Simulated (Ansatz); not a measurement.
## AlCu3 in Ansatz: the effect of target pressure

AlCu3:

```
CELL_PARAMETERS angstrom
0.00000 2.88801 2.88801
2.88801 0.00000 2.88801
2.88801 2.88801 0.00000
ATOMIC_POSITIONS crystal
Cu 0.75000 0.75000 0.75000
Cu 0.25000 0.25000 0.25000
Cu 0.50000 0.50000 0.50000
Al 0.00000 0.00000 0.00000
```

The cell comes from a database or a generator and needn't be the stable form of this composition.

Alike in all runs:

- Program: Ansatz 0.2.0
- Task: relaxation of cell and atoms
- Functional: PBEsol
- Potentials or basis: Ansatz PAW
- Cutoff: 420 eV (not typed: the program's choice for these potentials)
- k mesh: 8 × 8 × 8
- Occupations: fermi-dirac, width 0.05 eV
- Spin: no spin polarisation

Each run relaxes the cell or the atoms first.

| target pressure | relaxed volume (Å³/atom) |
| --- | --- |
| 0 GPa | ? |
| 2 GPa | 11.83 |
| 5 GPa | 11.62 |
| 10 GPa | 11.31 |
| 20 GPa | 10.81 |
| 30 GPa | 10.40 |

Question: What does the run with target pressure 0 GPa give?

Answer: Relaxed volume 11.98 Å³/atom.

Worked out: In Murnaghan's law V^(-B') rises as a straight line in P. The other rows fit best with B' = 4.3, V0 = 11.98 Å³/atom and B0 = 154 GPa, which gives 11.98 Å³/atom at 0 GPa, against the run's 11.98.

Caveats: the plane-wave basis is chosen anew once the cell has moved, so the energies of steps on either side of that aren't comparable; the PAW data sets come from PBE, with cores solved anew for the run's functional, which leaves a small shift of forces and pressure.
